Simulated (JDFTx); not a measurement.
# MnS under changes of volume

One of the cells (15.133 Å³/atom); the others are scaled copies at fixed shape and fractional positions:

```xyz
2
Lattice="0.0000 2.4735 2.4735 2.4735 0.0000 2.4735 2.4735 2.4735 0.0000" Properties=species:S:1:pos:R:3 pbc="T T T"
Mn    0.0000    0.0000    0.0000
S     3.7102    3.7102    3.7102
```

The cell is a database's computed one.

```yaml
Program: JDFTx 1.7.0 (patched build)
Functional: PBEsol
Potentials_or_basis: PseudoDojo-SR-PBEsol-0.4.1-standard with smoothed tails
Cutoff: 1306 eV
Density_cutoff: 10449 eV
k_mesh: 9 × 9 × 9
Occupations: fermi-dirac, width 0.05 eV
Spin: collinear spin, ferromagnetic start
Starting_moments: "[4.0, 0.0] μB"
```

```tsv
volume (Å³/atom)	energy over the lowest point (meV/atom)	pressure (GPa)	moment (μB per cell)
14.225	11.57	6.6	0.20
14.527	?	?	?
14.830	0.00	-0.2	0.25
15.133	3.27	-3.1	0.28
15.435	11.75	-5.7	0.30
15.738	24.86	-8.0	0.32
```

Question: What does the run at 14.527 Å³/atom give?

Answer: Energy over the lowest point 2.54 meV/atom; pressure 3.0 GPa; moment 0.23 μB per cell.

Worked out: A Birch-Murnaghan fit of order 3 (a polynomial in V^(-2/3)) to the other rows has its minimum at 14.81 Å³/atom with B0 = V·E''(V) = 152 GPa and B' = 4.6. It gives 2.54 meV/atom at 14.527 Å³/atom, against the run's 2.54, and -dE/dV = 3.0 GPa, against 3.0. A straight line through the other rows of the moment, of slope 0.0804 μB per Å³/atom, gives 0.23 μB, against the run's 0.23.

Energies are extrapolated to zero smearing.

Caveats: the moment fell far below its start of 4 μB, so a state of higher moment may lie lower in energy.
